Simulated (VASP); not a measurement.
Crystal: PbSe (Clausthalite).

```xyz
2
Lattice="0.0000 3.0606 3.0606 3.0606 0.0000 3.0606 3.0606 3.0606 0.0000" Properties=species:S:1:pos:R:3 pbc="T T T"
Pb    0.0000    0.0000    0.0000
Se    3.0606    3.0606    3.0606
```

* Program: VASP 6.6.1
* Task: single point
* Functional: PBE
* Potentials or basis: VASP PAW PBE potentials, release 64 (Pb_d, Se)
* Cutoff: 520 eV
* k mesh: 8 × 8 × 8
* Occupations: fermi-dirac, width 0.05 eV
* Spin: no spin polarisation

On this cell: pressure 2.4 GPa; largest force zero by symmetry; band gap on the k mesh 0.29 eV, direct.

The same run follows on a disturbed copy (atoms moved at random, drawn with an rms of 0.05 Å):

```xyz
2
Lattice="0.0000 3.0606 3.0606 3.0606 0.0000 3.0606 3.0606 3.0606 0.0000" Properties=species:S:1:pos:R:3 pbc="T T T"
Pb   -0.0115   -0.0087   -0.0166
Se    3.0383    3.0478    3.0701
```

Q: What does the disturbed cell give?

A: The energy moves by +0.1 meV/atom; pressure 2.4 GPa; largest force 0.017 eV/Å; band gap on the k mesh 0.29 eV, direct.

Forces in eV/Å, atoms in the order of the input:
```
Pb  -0.007 -0.003  0.016
Se   0.007  0.003 -0.016
```

Caveats: spin-orbit coupling is left out, which as a rule narrows the gap of such compounds by several tenths of an eV.

A k mesh can miss the band edges.
